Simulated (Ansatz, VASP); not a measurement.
# Two plane-wave programs on C

```xyz
8
Lattice="3.5743 0.0000 0.0000 0.0000 3.5743 0.0000 0.0000 0.0000 4.3351" Properties=species:S:1:pos:R:3 pbc="T T T"
C     2.8054    1.7872    0.7872
C     1.7872    2.8054    2.9548
C     1.7872    0.7689    2.9548
C     2.8054    1.7872    3.5479
C     0.7689    1.7872    3.5479
C     0.7689    1.7872    0.7872
C     1.7872    2.8054    1.3803
C     1.7872    0.7689    1.3803
```

Alike in both runs: functional PBE; k mesh 8 × 8 × 6; occupations gaussian, width 0.02 eV; no spin polarisation.

Ansatz relaxed the structure, and its values are those at the end. VASP's run is a single point on that final structure, the one shown.

|  | VASP | Ansatz |
| --- | --- | --- |
| version | VASP 6.6.1 | Ansatz 0.2.0 |
| potentials or method | VASP PAW PBE potentials, release 64 (C) | scalar-relativistic, plane waves, PAW |
| plane-wave cutoff (eV) | 520 | 420 |
| valence electrons in the cell | 32 | 32 |

Ansatz gave:

* gap on the k mesh at the Fermi level (eV): 1.74
* least direct gap on the mesh (eV): 2.24
* pressure (GPa): 0.0
* rms of the force components (eV/Å): 0.001

Q: Estimate VASP's values.

A: gap on the k mesh at the Fermi level (eV): 1.73; least direct gap on the mesh (eV): 2.24; pressure (GPa): 0.5; rms of the force components (eV/Å): 0.011.
